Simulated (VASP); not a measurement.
# BeTe (F-43m) in VASP: further runs

The runs below take BeTe through single point, relaxation of cell and atoms, with PBE, r2SCAN0.

Everything below comes from runs of VASP 6.6.1. Logs are shortened: lines on timing, memory, paths and dates and some standing lists are left out, and cuts for length are marked.

## (1) The structure

It takes space group F-43m (No. 216, cubic). Conventional cell: a = 5.664 Å, b = 5.664 Å, c = 5.664 Å, α = 90.00°, β = 90.00°, γ = 90.00°. Be (site symmetry -43m) is surrounded by 4 Te at 2.45 Å. Around Te (site symmetry -43m) lie 4 Be at 2.45 Å.

## (2) Single point, PBE

Input file INCAR:

```
  ALGO = Normal
  EDIFF = 1E-6
  ENCUT = 520
  GGA = PE
  ISIF = 2
  ISMEAR = -1
  LASPH = T
  LCHARG = F
  LREAL = F
  LWAVE = F
  NBANDS = 11
  NELM = 100
  PREC = Accurate
  SIGMA = 0.02
```

Input file KPOINTS:

```
k-points
0
Gamma
  8 8 8
```

Input file POSCAR:

```
BeTe
1.0
    0.0000000000      2.8318743912      2.8318743912
    2.8318743912      0.0000000000      2.8318743912
    2.8318743912      2.8318743912      0.0000000000
Be Te
1 1
Direct
    0.0000000000      0.0000000000      0.0000000000
    0.2500000000      0.2500000000      0.2500000000
```

Potentials or basis: VASP PAW PBE potentials, release 64 (Be, Te).

Command:

```
cat potpaw_PBE.64/Be/POTCAR potpaw_PBE.64/Te/POTCAR > POTCAR
mpirun -np 1 vasp_std > vasp.out
```

OUTCAR:

```text
EDIFF = 1E-6
   ENCUT = 520
   GGA = PE
   ISIF = 2
   ISMEAR = -1
   LASPH = T
   LREAL = F
   NELM = 100
   PREC = Accurate

 ion  position               nearest neighbor table
   1  0.000  0.000  0.000-   2 2.45   2 2.45   2 2.45   2 2.45
   2  0.250  0.250  0.250-   1 2.45   1 2.45   1 2.45   1 2.45

  LATTYP: Found a face centered cubic cell.
 ALAT       =     5.6637487824

  Lattice vectors:

 A1 = (   0.0000000000,   2.8318743912,   2.8318743912)
 A2 = (   2.8318743912,   0.0000000000,   2.8318743912)
 A3 = (   2.8318743912,   2.8318743912,   0.0000000000)

Analysis of symmetry for initial positions (statically):
=====================================================================
 Subroutine PRICEL returns:
 Original cell was already a primitive cell.

 Routine SETGRP: Setting up the symmetry group for a
 face centered cubic supercell.

 Subroutine GETGRP returns: Found 24 space group operations
 (whereof 24 operations were pure point group operations)
 out of a pool of 48 trial point group operations.

The static configuration has the point symmetry T_d .

Analysis of symmetry for dynamics (positions and initial velocities):
=====================================================================
 Subroutine PRICEL returns:
 Original cell was already a primitive cell.

 Routine SETGRP: Setting up the symmetry group for a
 face centered cubic supercell.

 Subroutine GETGRP returns: Found 24 space group operations
 (whereof 24 operations were pure point group operations)
 out of a pool of 48 trial point group operations.

The dynamic configuration has the point symmetry T_d .

 Subroutine INISYM returns: Found 24 space group operations
 (whereof 24 operations are pure point group operations),
 and found     1 'primitive' translations

----------------------------------------------------------------------------------------

                                     Primitive cell

  volume of cell :      45.4205

  direct lattice vectors                    reciprocal lattice vectors
     0.000000000  2.831874391  2.831874391    -0.176561503  0.176561503  0.176561503
     2.831874391  0.000000000  2.831874391     0.176561503 -0.176561503  0.176561503
     2.831874391  2.831874391  0.000000000     0.176561503  0.176561503 -0.176561503

  length of vectors
     4.004875171  4.004875171  4.004875171     0.305813495  0.305813495  0.305813495

  position of ions in fractional coordinates (direct lattice)
     0.000000000  0.000000000  0.000000000
     0.250000000  0.250000000  0.250000000

  ion indices of the primitive-cell ions
   primitive index   ion index
                 1           1
                 2           2

----------------------------------------------------------------------------------------

 KPOINTS: k-points

Automatic generation of k-mesh.
 Grid dimensions read from file:
 generate k-points for:    8    8    8

 Generating k-lattice:

  Cartesian coordinates                     Fractional coordinates (reciprocal lattice)
    -0.022070188  0.022070188  0.022070188     0.125000000  0.000000000  0.000000000
     0.022070188 -0.022070188  0.022070188     0.000000000  0.125000000  0.000000000
     0.022070188  0.022070188 -0.022070188     0.000000000  0.000000000  0.125000000

  Length of vectors
     0.038226687  0.038226687  0.038226687

  Shift w.r.t. Gamma in fractional coordinates (k-lattice)
     0.000000000  0.000000000  0.000000000

 Subroutine IBZKPT returns following result:
 ===========================================

 Found     29 irreducible k-points:

 Following reciprocal coordinates:
            Coordinates               Weight
  0.000000  0.000000  0.000000      1.000000
  0.125000  0.000000  0.000000      8.000000
  0.250000  0.000000  0.000000      8.000000
  0.375000  0.000000  0.000000      8.000000
  0.500000  0.000000  0.000000      4.000000
  0.125000  0.125000  0.000000      6.000000
[... 16 lines left out ...]
  0.500000  0.250000  0.125000     48.000000
 -0.375000  0.250000  0.125000     24.000000
 [... further k-points ...]
   k-points           NKPTS =     29   k-points in BZ     NKDIM =     29   number of bands    NBANDS=     11
   number of dos      NEDOS =    301   number of ions     NIONS =      2
   total plane-waves  NPLWV =  27000
   dimension x,y,z NGX =    30 NGY =   30 NGZ =   30
   dimension x,y,z NGXF=    60 NGYF=   60 NGZF=   60
   ions per type =               1   1
   NGX,Y,Z   is equivalent  to a cutoff of  12.45, 12.45, 12.45 a.u.
   NGXF,Y,Z  is equivalent  to a cutoff of  24.91, 24.91, 24.91 a.u.
 SYSTEM =  unknown system
   PREC   = accura    normal or accurate (medium, high low for compatibility)
   ISTART =      0    job   : 0-new  1-cont  2-samecut
   ICHARG =      2    charge: 1-file 2-atom 10-const
   ISPIN  =      1    spin polarized calculation?
   LNONCOLLINEAR =      F non collinear calculations
   LSORBIT =      F    spin-orbit coupling
   LASPH  =      T    aspherical Exc in radial PAW
   ENCUT  =  520.0 eV  38.22 Ry    6.18 a.u.   7.45  7.45  7.45*2*pi/ulx,y,z
   NELM   =    100;   NELMIN=  2; NELMDL= -5     # of ELM steps
   EDIFF  = 0.1E-05   stopping-criterion for ELM
   LREAL  =      F    real-space projection
   EDIFFG = 0.1E-04   stopping-criterion for IOM
   NSW    =      0    number of steps for IOM
   IBRION =     -1    ionic relax: 0-MD 1-quasi-New 2-CG
   NFREE  =      0    steps in history (QN), initial steepest desc. (CG)
   ISIF   =      2    stress and relaxation
   ISYM   =      2    0-nonsym 1-usesym 2-fastsym
   POTIM  = 0.5000    time-step for ionic-motion
   TEBEG  =    0.0;   TEEND  =   0.0 temperature during run
   PSTRESS=    0.0 pullay stress
   NELECT =       8.0000    total number of electrons
   NUPDOWN=      -1.0000    fix difference up-down
   EMIN   =  10.00;   EMAX   =-10.00  energy-range for DOS
   EFERMI =   0.00;   METHOD = LEGACY
   ISMEAR =    -1;   SIGMA  =   0.02  broadening in eV -4-tet -1-fermi 0-gaus
   EFERMI_NEDOS =   21; number of points for ismear=-14 and -15
   IALGO  =     38    algorithm
   IMIX   =      4    mixing-type and parameters
     AMIX     =   0.40;   BMIX     =  1.00
     AMIX_MAG =   1.60;   BMIX_MAG =  1.00
  volume/ion in A,a.u.               =      22.71       153.26
  Fermi-wavevector in a.u.,A,eV,Ry     =   0.917672  1.734149 11.457766  0.842122
  Thomas-Fermi vector in A             =   2.042667
   LORBIT       =      0    0 simple, 1 ext, 2 COOP (PROOUT), +10 PAW based schemes
   GGA     = PE    functional components
[... 5 lines left out ...]
 non-spin polarized calculation
  energy-cutoff  :      520.00
  volume of cell :       45.42
 maximum number of plane-waves:      1243
 NGX is ok and might be reduce to    30
   NGX = 15   NGY = 15   NGZ = 15

 number of electron       8.0000000 magnetization

 Free energy of the ion-electron system (eV)
  ---------------------------------------------------
  ext. energy  EPLUGINS =         0.00000000
  ---------------------------------------------------
  free energy    TOTEN  =        -7.62446163 eV

  energy without entropy =       -7.62446163  energy(sigma->0) =       -7.62446163

 E-fermi :   5.3021     XC(G=0):  -8.9892

 val. band max:        4.9089605418   @ k =   0.0000   0.0000   0.0000
 cond. band min:       6.9234622880   @ k =   0.5000   0.5000   0.0000
 fundamental gap:      2.0145017462
 Fermi energy:         5.3021047216

 k-point     1 :       0.0000    0.0000    0.0000
  band No.  band energies     occupation
      1      -7.2780      2.00000
      2       4.9090      2.00000
      3       4.9090      2.00000
      4       4.9090      2.00000
      5       8.5324      0.00000
      6       8.5324      0.00000
      7       8.5324      0.00000
      8       8.6078      0.00000
      9      13.2003      0.00000
     10      15.1184      0.00000
     11      15.1184      0.00000

 k-point     2 :       0.1250    0.0000    0.0000
  band No.  band energies     occupation
      1      -7.1340      2.00000
      2       3.6160      2.00000
      3       4.6809      2.00000
      4       4.6809      2.00000
      5       8.4173      0.00000
      6       8.8676      0.00000
      7       8.8676      0.00000
      8       9.9209      0.00000
      9      13.6261      0.00000
     10      14.2114      0.00000
     11      14.2114      0.00000

 k-point     3 :       0.2500    0.0000    0.0000
  band No.  band energies     occupation
      1      -6.7375      2.00000
      2       1.6473      2.00000
      3       4.2533      2.00000
      4       4.2533      2.00000
      5       8.1849      0.00000
      6       9.3908      0.00000
      7       9.3908      0.00000
      8      11.8525      0.00000
      9      13.9356      0.00000
     10      13.9356      0.00000
     11      13.9418      0.00000

 k-point     4 :       0.3750    0.0000    0.0000
  band No.  band energies     occupation
      1      -6.2356      2.00000
      2       0.0964      2.00000
      3       3.9231      2.00000
      4       3.9231      2.00000
      5       8.0044      0.00000
      6       9.5316      0.00000
      7       9.5316      0.00000
      8      12.7513      0.00000
      9      14.5931      0.00000
     10      14.9551      0.00000
     11      14.9551      0.00000

 k-point     5 :       0.5000    0.0000    0.0000
  band No.  band energies     occupation
      1      -5.9754      2.00000
      2      -0.5244      2.00000
      3       3.8044      2.00000
      4       3.8044      2.00000
      5       7.9401      0.00000
      6       9.5057      0.00000
      7       9.5057      0.00000
      8      12.7329      0.00000
      9      15.7739      0.00000
     10      16.3489      0.00000
     11      16.3489      0.00000
[... 211 lines left out ...]
 k-point    21 :       0.5000    0.5000    0.0000
  band No.  band energies     occupation
      1      -5.4998      2.00000
      2      -0.1167      2.00000
      3       2.3267      2.00000
      4       2.3267      2.00000
      5       6.9235      0.00000
      6       7.5978      0.00000
      7      14.5070      0.00000
      8      14.5070      0.00000
      9      16.3583      0.00000
     10      17.7372      0.00000
     11      18.2538      0.00000

 k-point    22 :       0.3750    0.2500    0.1250
  band No.  band energies     occupation
      1      -6.4103      2.00000
      2       1.3926      2.00000
      3       2.7143      2.00000
      4       3.7126      2.00000
      5       8.5097      0.00000
      6       9.6993      0.00000
      7      10.3104      0.00000
      8      11.1513      0.00000
      9      13.9035      0.00000
     10      15.4254      0.00000
     11      15.9612      0.00000

 k-point    23 :       0.5000    0.2500    0.1250
  band No.  band energies     occupation
      1      -5.9656      2.00000
      2       0.3661      2.00000
      3       2.1836      2.00000
      4       3.2692      2.00000
      5       8.9409      0.00000
      6       9.5780      0.00000
      7      10.7977      0.00000
      8      11.7833      0.00000
      9      14.7097      0.00000
     10      15.1675      0.00000
     11      17.0856      0.00000

 k-point    24 :      -0.3750    0.2500    0.1250
  band No.  band energies     occupation
      1      -5.7428      2.00000
      2      -0.1133      2.00000
      3       2.0734      2.00000
      4       3.0525      2.00000
      5       9.0917      0.00000
      6       9.2990      0.00000
      7      11.5229      0.00000
      8      12.6052      0.00000
      9      13.3839      0.00000
     10      16.4267      0.00000
     11      16.7649      0.00000

 [... further k-points ...]

------------------------ aborting loop because EDIFF is reached ----------------------------------------

  FORCE on cell =-STRESS in cart. coord.  units (eV):
  Direction    XX          YY          ZZ          XY          YZ          ZX
  --------------------------------------------------------------------------------------
  -------------------------------------------------------------------------------------
  Total        0.0396076      0.0396076      0.0396076     -0.0000000     -0.0000000     -0.0000000
  in kB        1.3971312      1.3971312      1.3971312     -0.0000000     -0.0000000     -0.0000000
  external PRESSURE =       1.3971312 kB  Pullay stress =       0.0000000 kB

 VOLUME and BASIS-vectors are now :
 -----------------------------------------------------------------------------
  energy-cutoff  :      520.00
  volume of cell :       45.42
      direct lattice vectors                 reciprocal lattice vectors
     0.000000000  2.831874391  2.831874391    -0.176561503  0.176561503  0.176561503
     2.831874391  0.000000000  2.831874391     0.176561503 -0.176561503  0.176561503
     2.831874391  2.831874391  0.000000000     0.176561503  0.176561503 -0.176561503

 POSITION                                       TOTAL-FORCE (eV/Angst)
 -----------------------------------------------------------------------------------
      0.00000      0.00000      0.00000        -0.000000     -0.000000     -0.000000
      1.41594      1.41594      1.41594         0.000000      0.000000      0.000000
 -----------------------------------------------------------------------------------
    total drift:                                0.000000      0.000000      0.000000

  FREE ENERGIE OF THE ION-ELECTRON SYSTEM (eV)
  ---------------------------------------------------
  free  energy   TOTEN  =        -7.6244616347 eV

  energy  without entropy=       -7.6244616347  energy(sigma->0) =       -7.62446163
```

It used 12 s of CPU time on 1 thread of Intel(R) Xeon(R) Platinum 8488C (Sapphire Rapids), with other jobs on the host, which was overloaded at the time.

Results:

* Free energy: -7.6245 eV
* Pressure: 0.1 GPa
* Band gap on the k mesh: 2.01 eV, indirect (least direct gap 3.62 eV)

Caveat: spin-orbit coupling is left out, which moves the levels of the heavy elements. A k mesh can miss the band edges.

## (3) Relaxation of cell and atoms, PBE

This run uses another cell than the first one, of 21.25 Å³/atom, 0.936 times its volume.

Input file INCAR:

```
ALGO = Normal ; EDIFF = 1E-7
EDIFFG = -0.005 ; ENCUT = 600
GGA = PE ; IBRION = 2
ISIF = 3 ; ISMEAR = -1
LASPH = T ; LCHARG = F
LREAL = F ; LWAVE = F
NELM = 100 ; NSW = 80
PREC = Accurate ; SIGMA = 0.02
```

KPOINTS is that of step 2.

Input file POSCAR:

```
BeTe
1.0
    0.0000000000      2.7700000000      2.7700000000
    2.7700000000      0.0000000000      2.7700000000
    2.7700000000      2.7700000000      0.0000000000
Be Te
1 1
Direct
    0.0000000000      0.0000000000      0.0000000000
    0.2500000000      0.2500000000      0.2500000000
```

Potentials or basis: VASP PAW PBE potentials, release 64 (Be, Te).

Command:

```
cat potpaw_PBE.64/Be/POTCAR potpaw_PBE.64/Te/POTCAR > POTCAR
mpirun -np 1 vasp_std > vasp.out
```

Wall time 46 s (1 thread of Intel Xeon Platinum 8488C (Sapphire Rapids), shared host); peak memory 0.19 GiB.

It converged, with:

| Quantity | Value |
| --- | --- |
| Free energy | -7.6245 eV |
| Relaxed volume | 22.76 Å³/atom |
| Relaxed cell | a = 4.008 Å, b = 4.008 Å, c = 4.008 Å, α = 60.00°, β = 60.00°, γ = 60.00° |
| Space group after relaxing (to 0.05 Å) | F-43m (No. 216) |
| Energy gained by relaxing | 19.8 meV/atom |
| Ionic steps | 3 |
| Pressure after relaxing | 0.0 GPa |
| Band gap on the k mesh | 2.02 eV, indirect (least direct gap 3.63 eV) |

Step by step:
| step | energy change (eV) | largest force (eV/Å) | pressure (GPa) | volume (Å³) |
| --- | --- | --- | --- | --- |
| 1 | 0.0000 | 0.0000 | 4.45 | 42.51 |
| 2 | -0.0377 | 0.0000 | -0.85 | 46.25 |
| 3 | -0.0396 | 0.0000 | 0.01 | 45.52 |

Final structure:
```
Be Te
1.0
     0.00000    2.83396    2.83396
     2.83396    0.00000    2.83396
     2.83396    2.83396    0.00000
Be Te
1 1
Direct
  0.00000 0.00000 0.00000
  0.25000 0.25000 0.25000
```

Levels at points of the mesh, in eV from the valence-band top:
| k point | band 1 | band 2 | band 3 | band 4 | band 5 | band 6 | band 7 | band 8 |
| --- | --- | --- | --- | --- | --- | --- | --- | --- |
| (0.00, 0.00, 0.00) | -12.17 | 0.00 | 0.00 | 0.00 | 3.63 | 3.63 | 3.63 | 3.68 |
| (0.50, 0.00, 0.00) | -10.88 | -5.42 | -1.10 | -1.10 | 3.03 | 4.60 | 4.60 | 7.82 |
| (0.50, 0.50, 0.00) | -10.40 | -5.01 | -2.57 | -2.57 | 2.02 | 2.69 | 9.58 | 9.58 |

Caveat: spin-orbit coupling is left out, which moves the levels of the heavy elements. A k mesh can miss the band edges.

## (4) Single point, r2SCAN0

This run uses another cell than the first one, of 22.63 Å³/atom, 0.997 times its volume.

Input file POSCAR:

```
BeTe
1.0
    0.0000000000      2.8286228811      2.8286228811
    2.8286228811      0.0000000000      2.8286228811
    2.8286228811      2.8286228811      0.0000000000
Be Te
1 1
Direct
    0.0000000000      0.0000000000      0.0000000000
    0.2500000000      0.2500000000      0.2500000000
```

Input file INCAR.step1:

```
SYSTEM = BeTe
PREC = Accurate
ENCUT = 520
EDIFF = 1E-5
ISMEAR = 0
SIGMA = 0.01
LREAL = .False.
LASPH = .True.
NELM = 100
ALGO = Normal
ISIF = 2
LWAVE = .True.
NBANDS = 11
GGA = PE
```

Input file INCAR.step2:

```
SYSTEM = BeTe
PREC = Accurate
ENCUT = 520
EDIFF = 1E-6
ISMEAR = 0
SIGMA = 0.01
LREAL = .False.
LASPH = .True.
NELM = 100
ALGO = Normal
ISIF = 2
LWAVE = .False.
LCHARG = .True.
METAGGA = R2SCAN
LHFCALC = .True.
AEXX = 0.25
LMIXTAU = .True.
PRECFOCK = Normal
HFRCUT = -1
LELF = .True.
LVHAR = .True.
NBANDS = 11
ISTART = 1
```

Input file KPOINTS:

```
regular mesh
0
Gamma
  6 6 6
  0 0 0
```

Command:

```
cat potpaw_PBE.64/Be/POTCAR potpaw_PBE.64/Te/POTCAR > POTCAR
cp INCAR.step1 INCAR
mpirun -np 1 vasp_std > vasp.out
cp INCAR.step2 INCAR
mpirun -np 1 vasp_std > vasp.out
```

It took 17 min on 1 thread of Intel Xeon Platinum 8488C (Sapphire Rapids), shared host; peak memory 0.19 GiB.

It converged, with:

| Item | Value |
| --- | --- |
| Free energy | -26.6895 eV |
| Pressure | -0.9 GPa |
| Band gap on the k mesh | 3.54 eV, indirect (least direct gap 5.40 eV) |

Levels at points of the mesh, in eV from the valence-band top:
```
           k point  band 2  band 3  band 4  band 5  band 6  band 7
(0.00, 0.00, 0.00)    0.00    0.00    0.00    5.40    5.40    5.40
(0.50, 0.00, 0.00)   -6.25   -1.25   -1.25    4.75    6.42    6.42
(0.50, 0.50, 0.00)   -5.81   -2.94   -2.94    3.54    4.27   12.23
```

Caveat: the PAW data sets were made with another functional, which shifts forces and pressure a little; spin-orbit coupling is left out, which moves the levels of the heavy elements. A k mesh can miss the band edges.

## (5) Overview

| task | level | cell | k mesh | cutoff (eV) | smearing | exchange at q = 0 | grid for exact exchange (PRECFOCK) | gap on the mesh (eV) | pressure (GPa) |
| --- | --- | --- | --- | --- | --- | --- | --- | --- | --- |
| single point | PBE | F-43m, 22.71 Å³/atom | 8 × 8 × 8 | 520 | fermi-dirac 0.02 eV | - | - | 2.01 | 0.1 |
| relaxation of cell and atoms | PBE | relaxed | 8 × 8 × 8 | 600 | fermi-dirac 0.02 eV | - | - | 2.02 | 0.0 |
| single point | r2SCAN0 | F-43m, 22.63 Å³/atom | 6 × 6 × 6 | 520 | gaussian 0.01 eV | truncated | Normal | 3.54 | -0.9 |

Alike in all rows: potentials or basis VASP PAW PBE potentials, release 64 (Be, Te); no spin polarisation.

Caveats: spin-orbit coupling is left out, which moves the levels of the heavy elements; the PAW data sets were made with another functional, which shifts forces and pressure a little (some runs).

Total energies depend on the potentials used, so only differences within one code and one set of settings carry meaning.
